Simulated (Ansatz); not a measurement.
# Si: straining the crystal, a shear that moves c along a

One table from this session's results is given with a row withheld; the runs are named, their logs left out.

Program: Ansatz 0.2.0. Level of theory: DFT r2SCAN, scalar-relativistic, plane waves, PAW. These are calculated values, not measurements.

2 further runs of the same task are left out: 2 set aside as unsound or not needed.

## The system as given

The structure is hexagonal, space group P6_3/mmc (No. 194). Conventional cell: a = 3.832 Å, b = 3.832 Å, c = 6.342 Å, α = 90.00°, β = 90.00°, γ = 120.00°. Si (site symmetry 3m) is surrounded by 4 Si at 2.35 to 2.37 Å.

Structure file:

```cif
data_structure
_symmetry_space_group_name_H-M 'P 1'
_symmetry_Int_Tables_number 1
_cell_length_a 3.8319
_cell_length_b 3.8319
_cell_length_c 6.3418
_cell_angle_alpha 90.000
_cell_angle_beta 90.000
_cell_angle_gamma 120.000
_cell_volume 80.64
loop_
_atom_site_label
_atom_site_type_symbol
_atom_site_fract_x
_atom_site_fract_y
_atom_site_fract_z
_atom_site_occupancy
Si1 Si 0.33333 0.66667 0.06309 1
Si2 Si 0.66667 0.33333 0.56309 1
Si3 Si 0.33333 0.66667 0.43691 1
Si4 Si 0.66667 0.33333 0.93691 1
```

It goes back to an entry of the Materials Project, which need not be the stable form.

This cell was relaxed beforehand with the same method: volume 20.16 Å³/atom, gap on the mesh 0.61 eV.

The unstrained cell was computed beforehand with the same settings: E(σ→0) = -2556.2158 eV for 4 atoms, gap 0.61 eV over the zone.

Set-up of the first run:

The input, input.yaml:

```yaml
crystal:
  lattice:
    - [3.8319083582, 0.0, 0.0]
    - [-1.9159541791, 3.3185299832, 0.0]
    - [0.0951272989, 0.0, 6.3418199288]
  atoms:
    - { symbol: Si, position: [0.3333333333, 0.6666666667, 0.0630908785] }
    - { symbol: Si, position: [0.6666666667, 0.3333333333, 0.5630908785] }
    - { symbol: Si, position: [0.3333333333, 0.6666666667, 0.4369091215] }
    - { symbol: Si, position: [0.6666666667, 0.3333333333, 0.9369091215] }
basis:
  ecutwfc: 500
kpoints:
  mp_grid: { grid: [12, 12, 4] }
hamiltonian:
  xc: r2scan
scf:
  occupations: { method: gaussian, width: 0.02 }
output:
  forces: true
  stress: true
  eigenvalues: true
relax:
  adjacent_minimum: "off"
  f_tol: 0.008
  max_steps: 40
```

On the command line:

```bash
$ ansatz run input.yaml --threads 1 --pin off --max-ram 2560MiB --backend cpu --events-out ev --progress --plain --runs-dir out
```

Steps of the session up to this table: The cell strained by +1.5 %; Band edges over the zone at +1.5 %; The cell strained by +3.0 %; Seeking the band edges at +3.0 %; The cell strained by +4.5 %; The gap over the whole zone at +4.5 %; The cell strained by +6.0 %; The gap over the whole zone at +6.0 %; At +9.0 %; The gap over the whole zone at +9.0 %.

One of the session's tables, all rows but one given; the rest of the session is left out.

It belongs to the step «Energy, stress and gap against strain». Lengths are those of the vectors of the cell that was run; stresses in GPa:

| strain (%) | ΔE (meV/atom) |
| --- | --- |
| +0.0 | 0.0 |
| +1.5 | 0.8 |
| +3.0 | ? |
| +4.5 | 6.8 |
| +6.0 | 12.1 |
| +9.0 | 27.1 |

**Question.** Estimate the row for strain (%) = +3.0.

Worked estimate for «ΔE (meV/atom)». A straight line through the neighbours (1.5, 0.8) and (4.5, 6.8) gives 0.8 + (6.8 − 0.8) × (3.0 − 1.5) / (4.5 − 1.5) = 3.8; a parabola fitted to 4 rows on both sides gives 3.0.

**Answer.** ΔE (meV/atom): 3.0. In «ΔE (meV/atom)» the line misses by +0.8 and the parabola by 0.0.

ΔE is over the unstrained cell. Stress in GPa, positive in compression, on the Cartesian axes of the input.

To keep in mind: Warnings in the runs' records: stress scf threshold loose.
